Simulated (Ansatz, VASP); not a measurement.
**Bi in VASP and in Ansatz**

```
CELL_PARAMETERS angstrom
-2.01916 2.01916 2.01916
2.01916 -2.01916 2.01916
2.01916 2.01916 -2.01916
ATOMIC_POSITIONS crystal
Bi 0.00000 0.00000 0.00000
```

Alike in both runs: task single point; functional LDA; k mesh 13 × 13 × 13; occupations fermi-dirac, width 0.1 eV; no spin polarisation.

|  | VASP | Ansatz |
| --- | --- | --- |
| version | VASP 6.6.1 | Ansatz 0.2.0 |
| potentials or method | VASP PAW LDA potentials, release 64 (Bi_d) | plane waves (420 eV) with PAW, scalar-relativistic |
| plane-wave cutoff (eV) | 520 | 420 |
| valence electrons in the cell | 15 | 15 |

```tsv
	VASP	Ansatz	Ansatz less VASP
pressure (GPa)	-5.6	-5.6	-0.03
```

Ansatz warned: «pseudo_functional_mismatch».
